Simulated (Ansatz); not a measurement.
Two G0W0 runs on Te2Mo (layers cut from the bulk crystal).

The cell holds 9 atoms: 6 Te and 3 Mo. Its edges and angles: a = 3.437 Å, b = 3.437 Å, c = 57.100 Å, α = 90.0°, β = 90.0°, γ = 120.0°. It derives from Te2Mo. Regions: layer 1, 3 atoms (2 Te and 1 Mo); layer 2, 3 atoms (2 Te and 1 Mo); layer 3, 3 atoms (2 Te and 1 Mo). Vacuum lies along c.

```xyz
9
Lattice="3.4374 0.0000 0.0000 -1.7187 2.9769 0.0000 0.0000 0.0000 57.1000" Properties=species:S:1:pos:R:3
Te    0.0000    1.9846   20.0686
Mo    1.7187    0.9923   21.8833
Te    0.0000    1.9846   23.7020
Te    1.7187    0.9923   26.7356
Mo    0.0000    1.9846   28.5500
Te    1.7187    0.9923   30.3644
Te    0.0000    1.9846   33.3980
Mo    1.7187    0.9923   35.2167
Te    0.0000    1.9846   37.0314
```

The structure was relaxed with PBEsol-D3(BJ). The runs that relaxed it are not among those shown. Spin-orbit coupling is left out unless a run names it. PAW set soft_2, made with PBE.

The first (Ansatz 0.2.0; start PBEsol, 9×9×1 mesh, 1326 empty bands, screening to 100 eV; 1 × NVIDIA GB200 with 32 threads of Arm Neoverse V2, shared host) gave, on its mesh: starting gap 0.64 eV, G0W0 gap 0.99 eV, mean of 1 + 4πα/V (set by the cell height) 5.65, 3.3 min.

The second gave: starting gap 0.64 eV, G0W0 gap 0.91 eV, mean of 1 + 4πα/V (set by the cell height) 5.76, 56 s.

Q: What was changed in the input? Choose among start, files, mesh, bands and cutoff, frequency model or another key.

Changed: empty bands from 1326 to 541 and screening cutoff (eV) from 100.0 to 55. The starting gap stayed, which rules out the functional and points to the GW step. Other changes could give like numbers; this is the one that was made.

Limits: not at the basis limit; coarse mesh for a sheet; no spin-orbit coupling.

[Paths, hosts, dates, memory and timing lines, banners, echoed tables and standing remarks are left out of the program output.]

[Logs are printed without paths, hosts, clocks, repeated set-up lines and the standing remarks that a program may print on its own settings, such as how far it seeks lower states.]

[Runs of the session that timed out or met a known fault of the program may be left out.]

[Cells called generated may have been cut or substituted from an entry of the Crystallography Open Database or the Materials Project.]

[Hosts, paths, dates, database ids (printed as entryN), source tags and the programs' standing remarks are cut or masked in the printed files.]
